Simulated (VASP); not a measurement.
# PtS2 (P-3m1) in VASP: notebook, part 2 of 3

VASP 6.6.1.

## (4) Relaxation of cell and atoms, optB86b-vdW

Input file INCAR:

```
SYSTEM = PtS2
AGGAC = 0.0
ALGO = Normal
EDIFF = 1E-6
EDIFFG = -0.005
ENCUT = 600
GGA = MK
IBRION = 2
ISIF = 3
ISMEAR = -1
LASPH = .TRUE.
LCHARG = .FALSE.
LREAL = .FALSE.
LUSE_VDW = .TRUE.
LWAVE = .FALSE.
NELM = 80
NSW = 60
PARAM1 = 0.1234
PARAM2 = 1.0
PREC = Accurate
SIGMA = 0.05
```

Input file KPOINTS:

```
k-points
0
G
  9 9 5
  0 0 0
```

Input file POSCAR:

```
PtS2
1.0
    3.5432000000      0.0000000000      0.0000000000
   -1.7716000000      3.0685012107      0.0000000000
    0.0000000000      0.0000000000      5.0388000000
Pt S
1 2
Direct
    0.0000000000      0.0000000000      0.0000000000
    0.6666666667      0.3333333333      0.7730000000
    0.3333333333      0.6666666667      0.2270000000
```

Potentials or basis: VASP PAW PBE potentials, release 64 (Pt, S).

Launch:

```bash
cat potpaw_PBE.64/Pt/POTCAR potpaw_PBE.64/S/POTCAR > POTCAR
mpirun -np 1 vasp_std > vasp.out
```

OUTCAR:

```text
SYSTEM = PtS2
   EDIFF = 1E-6
   EDIFFG = -0.005
   ENCUT = 600
   GGA = MK
   IBRION = 2
   ISIF = 3
   ISMEAR = -1
   LASPH = .TRUE.
   LREAL = .FALSE.
   NELM = 80
   NSW = 60
   PREC = Accurate

 ion  position               nearest neighbor table
   1  0.000  0.000  0.000-   2 2.34   3 2.34   2 2.34   3 2.34   2 2.34   3 2.34
   2  0.667  0.333  0.773-   1 2.34   1 2.34   1 2.34
   3  0.333  0.667  0.227-   1 2.34   1 2.34   1 2.34

  LATTYP: Found a hexagonal cell.
 ALAT       =     3.5432000000
 C/A-ratio  =     1.4221043125

  Lattice vectors:

 A1 = (   3.5432000000,   0.0000000000,   0.0000000000)
 A2 = (  -1.7716000000,   3.0685012107,   0.0000000000)
 A3 = (   0.0000000000,   0.0000000000,   5.0388000000)

Analysis of symmetry for initial positions (statically):
=====================================================================
 Subroutine PRICEL returns:
 Original cell was already a primitive cell.

 Routine SETGRP: Setting up the symmetry group for a
 hexagonal supercell.

 Subroutine GETGRP returns: Found 12 space group operations
 (whereof 12 operations were pure point group operations)
 out of a pool of 24 trial point group operations.

The static configuration has the point symmetry D_3d.

Analysis of symmetry for dynamics (positions and initial velocities):
=====================================================================
 Subroutine PRICEL returns:
 Original cell was already a primitive cell.

 Routine SETGRP: Setting up the symmetry group for a
 hexagonal supercell.

 Subroutine GETGRP returns: Found 12 space group operations
 (whereof 12 operations were pure point group operations)
 out of a pool of 24 trial point group operations.

The dynamic configuration has the point symmetry D_3d.

 Subroutine INISYM returns: Found 12 space group operations
 (whereof 12 operations are pure point group operations),
 and found     1 'primitive' translations

----------------------------------------------------------------------------------------

                                     Primitive cell

  volume of cell :      54.7834

  direct lattice vectors                    reciprocal lattice vectors
     3.543200000  0.000000000  0.000000000     0.282230752  0.162946001  0.000000000
    -1.771600000  3.068501211  0.000000000     0.000000000  0.325892001  0.000000000
     0.000000000  0.000000000  5.038800000     0.000000000  0.000000000  0.198459951

  length of vectors
     3.543200000  3.543200000  5.038800000     0.325892001  0.325892001  0.198459951

  position of ions in fractional coordinates (direct lattice)
     0.000000000  0.000000000  0.000000000
     0.666666667  0.333333333  0.773000000
     0.333333333  0.666666667  0.227000000

  ion indices of the primitive-cell ions
   primitive index   ion index
                 1           1
                 2           2
                 3           3

----------------------------------------------------------------------------------------

 KPOINTS: k-points

Automatic generation of k-mesh.
 Grid dimensions read from file:
 generate k-points for:    9    9    5

 Generating k-lattice:

  Cartesian coordinates                     Fractional coordinates (reciprocal lattice)
     0.031358972  0.018105111  0.000000000     0.111111111  0.000000000  0.000000000
[... 57 lines left out ...]
   ENCUT  =  600.0 eV  44.10 Ry    6.64 a.u.   7.08  7.08 10.06*2*pi/ulx,y,z
   NELM   =     80;   NELMIN=  2; NELMDL= -5     # of ELM steps
   EDIFF  = 0.1E-05   stopping-criterion for ELM
   LREAL  =      F    real-space projection
   EDIFFG = -.5E-02   stopping-criterion for IOM
   NSW    =     60    number of steps for IOM
   IBRION =      2    ionic relax: 0-MD 1-quasi-New 2-CG
   NFREE  =      1    steps in history (QN), initial steepest desc. (CG)
   ISIF   =      3    stress and relaxation
   ISYM   =      2    0-nonsym 1-usesym 2-fastsym
   POTIM  = 0.5000    time-step for ionic-motion
   TEBEG  =    0.0;   TEEND  =   0.0 temperature during run
   PSTRESS=    0.0 pullay stress
   NELECT =      22.0000    total number of electrons
   NUPDOWN=      -1.0000    fix difference up-down
   EMIN   =  10.00;   EMAX   =-10.00  energy-range for DOS
   EFERMI =   0.00;   METHOD = LEGACY
   ISMEAR =    -1;   SIGMA  =   0.05  broadening in eV -4-tet -1-fermi 0-gaus
   EFERMI_NEDOS =   21; number of points for ismear=-14 and -15
   IALGO  =     38    algorithm
   IMIX   =      4    mixing-type and parameters
     AMIX     =   0.40;   BMIX     =  1.00
     AMIX_MAG =   1.60;   BMIX_MAG =  1.00
  volume/ion in A,a.u.               =      18.26       123.23
  Fermi-wavevector in a.u.,A,eV,Ry     =   1.207812  2.282434 19.848315  1.458810
  Thomas-Fermi vector in A             =   2.343439
   LORBIT       =      0    0 simple, 1 ext, 2 COOP (PROOUT), +10 PAW based schemes
   GGA     = MK    functional components
   LHFCALC =     F    Hartree Fock is set to
   AEXX    =    0.0000 exact exchange contribution
   IVDW_NL    =     1    kernel type
   BPARAM     = 6.3000
   IVDW    =     0    specifies the selected vdW correction
   LEPSILON=     F    determine dielectric tensor
   LRPA    =     F    only Hartree local field effects (RPA)
 conjugate gradient relaxation of ions
 non-spin polarized calculation
  energy-cutoff  :      600.00
  volume of cell :       54.78
 maximum number of plane-waves:      1863
   NGX = 15   NGY = 15   NGZ = 21

--------------------------------------- Ionic step        1  -------------------------------------------

 number of electron      22.0000000 magnetization

 Free energy of the ion-electron system (eV)
  ---------------------------------------------------
  ext. energy  EPLUGINS =         0.00000000
  ---------------------------------------------------
  free energy    TOTEN  =       -10.12526592 eV

  energy without entropy =      -10.12526093  energy(sigma->0) =      -10.12526342

------------------------ aborting loop because EDIFF is reached ----------------------------------------

  FORCE on cell =-STRESS in cart. coord.  units (eV):
  Direction    XX          YY          ZZ          XY          YZ          ZX
  --------------------------------------------------------------------------------------
  -------------------------------------------------------------------------------------
  Total        3.5315500      3.5315500      2.9568623      0.0000000      0.0000000      0.0000000
  in kB      103.2825262    103.2825262     86.4754042      0.0000000      0.0000000      0.0000000
  external PRESSURE =      97.6801522 kB  Pullay stress =       0.0000000 kB
[... 26 lines left out ...]
--------------------------------------- Ionic step        2  -------------------------------------------

 number of electron      21.9999998 magnetization

 E-fermi :   4.8833     XC(G=0):  -9.9764

 val. band max:        4.6710867550   @ k =   0.0000   0.0000   0.0000
 cond. band min:       5.2256353994   @ k =  -0.1111   0.3333   0.4000
 fundamental gap:      0.5545486444
 Fermi energy:         4.8832764092

 k-point     1 :       0.0000    0.0000    0.0000
  band No.  band energies     occupation
      1      -9.3770      2.00000
      2      -7.2292      2.00000
      3      -1.0957      2.00000
      4      -0.7952      2.00000
      5      -0.7952      2.00000
      6       1.5790      2.00000
      7       1.5790      2.00000
      8       2.9235      2.00000
      9       3.6895      2.00000
     10       3.6895      2.00000
     11       4.6711      1.97170
     12       6.3111      0.00000
     13       6.3111      0.00000
     14       8.8861      0.00000
[... 488 lines left out ...]
  energy  without entropy=      -10.2492636179  energy(sigma->0) =      -10.24927208

Total vdW correction in eV:      3.0938042

[... ionic steps 4 to 22 ...]

--------------------------------------- Ionic step       23  -------------------------------------------

 number of electron      21.9999999 magnetization

------------------------ aborting loop because EDIFF is reached ----------------------------------------
[... 73 lines left out ...]
--------------------------------------- Ionic step       25  -------------------------------------------

 number of electron      21.9999999 magnetization

 Free energy of the ion-electron system (eV)
  ---------------------------------------------------
  ext. energy  EPLUGINS =         0.00000000
  ---------------------------------------------------
  free energy    TOTEN  =       -10.27421573 eV

  energy without entropy =      -10.27406985  energy(sigma->0) =      -10.27414279

 E-fermi :   7.0638     XC(G=0): -10.7691

 val. band max:        6.8956105811   @ k =   0.0000   0.0000   0.0000
 cond. band min:       7.3473363352   @ k =   0.3333   0.3333   0.0000
 fundamental gap:      0.4517257541
 Fermi energy:         7.0637704616

 k-point     1 :       0.0000    0.0000    0.0000
  band No.  band energies     occupation
      1      -8.4638      2.00000
      2      -5.4836      2.00000
      3      -0.1844      2.00000
      4       0.2623      2.00000
      5       0.2623      2.00000
      6       2.9894      2.00000
      7       2.9894      2.00000
      8       4.6802      2.00000
      9       5.6056      2.00000
     10       5.6056      2.00000
     11       6.8956      1.93307
     12       8.5325      0.00000
     13       8.5325      0.00000
     14      11.1533      0.00000
[... 449 lines left out ...]
  energy  without entropy=      -10.2740698544  energy(sigma->0) =      -10.27414279

Total vdW correction in eV:      2.9773487

 reached required accuracy - stopping structural energy minimisation
```

OSZICAR:

```text
N       E                     dE             d eps       ncg     rms          rms(c)
DAV:   1     0.134563662523E+03    0.13456E+03   -0.11500E+04  1516   0.147E+03
DAV:   2    -0.554013384083E+01   -0.14010E+03   -0.13708E+03  1878   0.266E+02
DAV:   3    -0.114410521420E+02   -0.59009E+01   -0.58736E+01  1997   0.580E+01
[... 208 lines left out ...]
       N       E                     dE             d eps       ncg     rms          rms(c)
DAV:   1    -0.102742458041E+02   -0.38606E-04   -0.17785E-03  1521   0.314E-01    0.351E-02
DAV:   2    -0.102742208364E+02    0.24968E-04   -0.80368E-05  1752   0.612E-02    0.163E-02
DAV:   3    -0.102742165668E+02    0.42696E-05   -0.14725E-05  1787   0.314E-02    0.693E-03
DAV:   4    -0.102742157337E+02    0.83308E-06   -0.17035E-06  1023   0.112E-02
  25 F= -.10274216E+02 E0= -.10274143E+02  d E =-.437060E-04
```

Wall time 13 min (1 thread of Intel Xeon Platinum 8488C (Sapphire Rapids), shared host); peak memory 0.44 GiB.

What came out:

| Item | Value |
| --- | --- |
| Free energy | -10.2742 eV |
| Relaxed volume | 18.25 Å³/atom |
| Relaxed cell | a = 3.583 Å, b = 3.583 Å, c = 4.923 Å, α = 90.00°, β = 90.00°, γ = 120.00° |
| Space group after relaxing (to 0.05 Å) | P-3m1 (No. 164) |
| Energy gained by relaxing | 49.6 meV/atom |
| Ionic steps | 25 |
| Pressure after relaxing | 0.0 GPa |
| Largest force after relaxing | 0.005 eV/Å |
| Band gap on the k mesh | 0.45 eV, indirect (least direct gap 0.94 eV) |

Forces on the atoms (eV/Å):
```
Pt   0.000  0.000  0.000
S    0.000  0.000 -0.005
S    0.000  0.000  0.005
```

Step by step:
```csv
step,energy change (eV),largest force (eV/Å),pressure (GPa),volume (Å³)
1,0.0000,1.4155,9.77,54.78
2,0.2190,1.1609,-12.98,64.09
3,-0.1240,0.2633,-1.01,57.99
4,-0.1242,0.2992,-0.67,57.87
5,-0.1360,0.1818,-0.47,57.51
6,-0.1409,0.0447,-0.19,57.09
7,-0.1410,0.0396,-0.18,57.07
8,-0.1418,0.0553,-0.02,56.87
9,-0.1437,0.1056,0.53,56.26
10,-0.1437,0.2056,1.71,55.04
11,-0.1443,0.1610,1.21,55.58
12,-0.1444,0.1597,1.18,55.56
13,-0.1448,0.1543,1.15,55.51
14,-0.1455,0.1438,1.05,55.41
15,-0.1468,0.1234,0.90,55.20
16,-0.1483,0.0841,0.60,54.78
17,-0.1476,0.0093,0.09,53.93
18,-0.1486,0.0562,0.42,54.45
19,-0.1488,0.0430,0.27,54.56
20,-0.1489,0.0136,-0.05,54.78
21,-0.1489,0.0149,-0.03,54.77
22,-0.1489,0.0129,-0.02,54.76
23,-0.1489,0.0086,-0.01,54.75
24,-0.1489,0.0005,0.05,54.74
25,-0.1489,0.0048,0.03,54.74
```

Final structure:
```yaml
crystal:
  lattice:
    - [3.58348, 0.00000, 0.00000]
    - [-1.79174, 3.10339, 0.00000]
    - [0.00000, 0.00000, 4.92265]
  atoms:
    - { symbol: Pt, position: [0.00000, 0.00000, 0.00000] }
    - { symbol: S, position: [0.66667, 0.33333, 0.75170] }
    - { symbol: S, position: [0.33333, 0.66667, 0.24830] }
```

Levels at points of the mesh, in eV from the valence-band top:
```csv
k point,band 8,band 9,band 10,band 11,band 12,band 13,band 14,band 15
"(0.00, 0.00, 0.00)",-2.22,-1.29,-1.29,0.00,1.64,1.64,4.26,5.05
```

Caveat: the PAW data sets were made with another functional, which shifts forces and pressure a little; spin-orbit coupling is left out, which moves the levels of the heavy elements; an odd mesh through Γ misses points on the zone boundary, where band edges often lie.

## (5) Relaxation of cell and atoms, BEEF-vdW

Input file INCAR:

```
SYSTEM = PtS2
PREC = Accurate
ENCUT = 600
EDIFF = 1E-7
ISMEAR = -1
SIGMA = 0.05
LREAL = .False.
LASPH = .True.
NELM = 80
ALGO = Normal
ISIF = 3
LWAVE = .False.
LCHARG = .False.
GGA = BF
LUSE_VDW = .True.
ZAB_VDW = -1.8867
IBRION = 2
NSW = 60
EDIFFG = -0.01
```

Input file KPOINTS:

```
regular mesh
0
Gamma
  9 9 5
  0 0 0
```

POSCAR is that of step 4.

Launch:

```bash
cat potpaw_PBE.64/Pt/POTCAR potpaw_PBE.64/S/POTCAR > POTCAR
mpirun -np 1 vasp_std > vasp.out
```

Wall time 21 min (1 thread of Intel Xeon Platinum 8488C (Sapphire Rapids), shared host); peak memory 0.42 GiB.

It converged, with:

| Item | Value |
| --- | --- |
| Free energy | -9.3140 eV |
| Relaxed volume | 21.57 Å³/atom |
| Relaxed cell | a = 3.579 Å, b = 3.579 Å, c = 5.834 Å, α = 90.00°, β = 90.00°, γ = 120.00° |
| Space group after relaxing (to 0.05 Å) | P-3m1 (No. 164) |
| Energy gained by relaxing | 74.6 meV/atom |
| Ionic steps | 28 |
| Pressure after relaxing | 0.0 GPa |
| Band gap on the k mesh | 1.35 eV, indirect (least direct gap 1.41 eV) |

Forces in eV/Å, atoms in the order of the input:
```
Pt   0.000  0.000  0.000
S    0.000  0.000 -0.003
S    0.000  0.000  0.003
```

The path:
| step | energy change (eV) | largest force (eV/Å) | pressure (GPa) | volume (Å³) |
| --- | --- | --- | --- | --- |
| 1 | 0.0000 | 1.4708 | 12.44 | 54.78 |
| 2 | 0.2356 | 1.3492 | -12.46 | 66.81 |
| 3 | -0.1886 | 0.0921 | -0.65 | 59.12 |
| 4 | -0.1889 | 0.1352 | -0.26 | 58.95 |
| 5 | -0.1889 | 0.1574 | -0.05 | 58.86 |
| 6 | -0.1989 | 0.0532 | 0.08 | 58.84 |
| 7 | -0.2037 | 0.0902 | 0.26 | 58.78 |
| 8 | -0.2037 | 0.0853 | 0.25 | 58.79 |
| 9 | -0.2050 | 0.1040 | 0.04 | 59.07 |
| 10 | -0.2077 | 0.1590 | -0.58 | 59.93 |
| 11 | -0.2089 | 0.2667 | -1.66 | 61.65 |
| 12 | -0.2091 | 0.2293 | -1.32 | 61.06 |
| 13 | -0.2093 | 0.2277 | -1.30 | 61.09 |
| 14 | -0.2100 | 0.2232 | -1.26 | 61.18 |
| 15 | -0.2112 | 0.2137 | -1.19 | 61.35 |
| 16 | -0.2136 | 0.1938 | -1.04 | 61.69 |
| 17 | -0.2178 | 0.1499 | -0.72 | 62.38 |
| 18 | -0.2230 | 0.0442 | -0.05 | 63.73 |
| 19 | -0.2145 | 0.2287 | 1.51 | 66.38 |
| 20 | -0.2235 | 0.0370 | 0.39 | 64.25 |
| 21 | -0.2235 | 0.0310 | 0.36 | 64.18 |
| 22 | -0.2237 | 0.0161 | 0.20 | 64.52 |
| 23 | -0.2237 | 0.0032 | 0.05 | 64.82 |
| 24 | -0.2237 | 0.0055 | 0.07 | 64.77 |
| 25 | -0.2237 | 0.0112 | 0.13 | 64.64 |
| 26 | -0.2237 | 0.0073 | 0.09 | 64.73 |
| 27 | -0.2237 | 0.0069 | 0.08 | 64.74 |
| 28 | -0.2237 | 0.0028 | 0.05 | 64.71 |

Final structure:
```yaml
crystal:
  lattice:
    - [3.57863, 0.00000, 0.00000]
    - [-1.78932, 3.09919, 0.00000]
    - [0.00000, 0.00000, 5.83422]
  atoms:
    - { symbol: Pt, position: [0.00000, 0.00000, 0.00000] }
    - { symbol: S, position: [0.66667, 0.33333, 0.78646] }
    - { symbol: S, position: [0.33333, 0.66667, 0.21354] }
```

Levels at points of the mesh, in eV from the valence-band top:
| k point | band 8 | band 9 | band 10 | band 11 | band 12 | band 13 | band 14 | band 15 |
| --- | --- | --- | --- | --- | --- | --- | --- | --- |
| (0.00, 0.00, 0.00) | -1.33 | -0.51 | -0.51 | -0.18 | 2.74 | 2.74 | 5.58 | 5.96 |

Caveat: the volume moved by over 15 % at a fixed basis, so the end points are rough; the PAW data sets were made with another functional, which shifts forces and pressure a little; spin-orbit coupling is left out, which moves the levels of the heavy elements; an odd mesh through Γ misses points on the zone boundary, where band edges often lie; the volume moved by +18 % from the deposited cell, more than functionals usually miss.

[end of part 2 of 3]
